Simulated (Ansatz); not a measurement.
# P: the cost of one run

Code: Ansatz 0.2.0. PAW datasets, plane waves. Spin-unpolarised throughout; all numbers are computed.

## Step 1: The structure to begin with

The unstrained cell was relaxed with r2SCAN+rVV10; in each strained cell the atoms were relaxed again with r2SCAN+rVV10. Names of k-points are those of the unstrained zone, where strain can split equivalent points. First state: no strain.

The symmetry is Pmna (No. 53, orthorhombic); conventional cell a = 3.288 Å, b = 34.870 Å, c = 4.587 Å, 131.50 Å³ an atom. Near P stand 3 P at 2.21–2.25 Å.

Coordinates:

```cif
data_structure
_symmetry_space_group_name_H-M 'P 1'
_symmetry_Int_Tables_number 1
_cell_length_a 3.2884
_cell_length_b 34.8700
_cell_length_c 4.5873
_cell_angle_alpha 90.000
_cell_angle_beta 90.000
_cell_angle_gamma 90.000
_cell_volume 526.02
loop_
_atom_site_label
_atom_site_type_symbol
_atom_site_fract_x
_atom_site_fract_y
_atom_site_fract_z
_atom_site_occupancy
P1 P 0.00000 0.97004 0.58974 1
P2 P 0.00000 0.02996 0.41026 1
P3 P 0.50000 0.02996 0.08974 1
P4 P 0.50000 0.97004 0.91026 1
```

## Step 2: No strain: PBE

input.yaml reads:

```yaml
crystal:
  lattice:
    - [3.2884131033, 0.0, 0.0]
    - [0.0, 34.87000579, 0.0]
    - [0.0, 0.0, 4.5873403583]
  atoms:
    - { symbol: P, position: [0.0, 0.970035237, 0.589738727] }
    - { symbol: P, position: [0.0, 0.029964763, 0.410261273] }
    - { symbol: P, position: [0.5, 0.029964763, 0.089738727] }
    - { symbol: P, position: [0.5, 0.970035237, 0.910261273] }
kpoints:
  mp_grid: { grid: [8, 2, 6] }
  band_path:
    path:
      - [0.0, 0.0, 0.0]
      - [0.5, 0.0, 0.0]
      - [0.5, 0.5, 0.0]
      - [0.0, 0.5, 0.0]
      - [0.0, 0.0, 0.5]
      - [0.5, 0.0, 0.5]
      - [0.5, 0.5, 0.5]
      - [0.0, 0.5, 0.5]
      - [-0.052083, 0.0, 0.0]
    npoints: 1
hamiltonian:
  xc: pbe
scf:
  occupations: { method: fermi_dirac, width: 0.02 }
  n_extra_bands: 5
output:
  forces: true
  stress: true
  eigenvalues: true
```

On the command line:

```bash
ansatz run input.yaml --threads 4 --pin off --max-ram 4608MiB --backend cpu --events-out ev --progress --plain --runs-dir out
```

**Question.** How long does this run take on 4 threads of Intel Xeon 6975P-C (Granite Rapids), shared host, and how much memory does it need?

About 3.6 s, with a peak of 0.94 GiB.
